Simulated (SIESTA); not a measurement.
## Zn in SIESTA: convergence with basis size

Crystal: Zn.

```
Zn
1.0
     2.67000    0.00000    0.00000
    -1.33500    2.31229    0.00000
     0.00000    0.00000    4.96600
Zn
2
Direct
  0.66542 0.31974 0.74893
  0.32257 0.68013 0.25107
```

The cell isn't the ideal one: atoms moved at random, drawn with an rms of 0.05 Å.

| Item | Value |
| --- | --- |
| Program | SIESTA 5.4.2 |
| Task | single point |
| Functional | RPBE |
| Potentials or basis | PseudoDojo 0.4 standard (PBE files) |
| Basis | SZ (energy shift 0.003 Ry) |
| Grid cutoff | 800 Ry |
| Energy shift | 0.003 Ry |
| k mesh | 8 × 8 × 4 |
| Occupations | fermi-dirac, width 0.05 eV |
| Spin | no spin polarisation |

These are the settings of the first run; the series varies basis size, with any setting tied to it.

Hardware: 1 thread of Intel(R) Xeon(R) 6975P-C (Granite Rapids) (shared host).

```tsv
basis size	energy less the tightest run, at zero smearing (meV/atom)	pressure (GPa)	largest force (eV/Å)	SCF cycles	CPU time (s)	peak memory (GiB)
SZ	12903.52	91.24	0.177	3	3.1	0.19
SZP	959.98	-8.23	0.118	9	8.2	0.22
DZ	2328.11	11.86	0.179	9	6.5	0.2
DZP	113.12	0.77	0.096	10	12	0.23
DZDP	55.31	1.07	0.088	10	16	0.24
TZP	72.69	1.12	0.104	10	15	0.24
TZDP	19.88	0.84	0.096	9	19	0.25
TZTP	0.00	0.03	0.104	9	24	0.27
```

Not settled before the last step: the energy (to 1 meV/atom), the pressure (to 0.1 GPa), the largest force (to 0.005 eV/Å). The tightest run that finished is the yardstick and may itself not be fully converged.

Caveat, for the tightest run too: short orbitals over semicore shells can move pressures by several GPa; the potentials were made for another functional, which shifts forces and pressure; the basis of atomic orbitals isn't converged, which shifts pressures, moduli and gaps.
